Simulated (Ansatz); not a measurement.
Crystal: GaP.

```
CELL_PARAMETERS angstrom
0.00000 2.72525 2.72525
2.72525 0.00000 2.72525
2.72525 2.72525 0.00000
ATOMIC_POSITIONS crystal
Ga 0.00000 0.00000 0.00000
P 0.25000 0.25000 0.25000
```

Program: Ansatz 0.2.0. Alike in all runs: potentials or basis Ansatz PAW; cell as given.

Question: Order these runs on this cell by their band gap on the k mesh, lowest first.
A. level rPW86-PBE+D3(BJ); spin collinear, ferromagnetic start; k mesh 8 × 8 × 8; cutoff (eV) 420; smearing gaussian 0.02 eV
B. level m-r2SCAN; spin off; k mesh 8 × 8 × 8; cutoff (eV) 500; smearing fixed; broadening 0.2 eV
C. level PBE0; spin SOC, no magnetisation; k mesh 5 × 5 × 5; cutoff (eV) 420; smearing gaussian 0.1 eV
D. level HSE03; spin SOC, no magnetisation; k mesh 5 × 5 × 5; cutoff (eV) 420; smearing fermi-dirac 0.025 eV

Answer: A (1.65 eV), B (1.89 eV), D (2.09 eV), C (2.93 eV).

Caveats: odd divisions of the mesh miss points on the zone boundary, where band edges often lie, so the gap on the mesh can be too wide (some runs).

A k mesh can miss the band edges.

Not every run made on this cell is shown here.
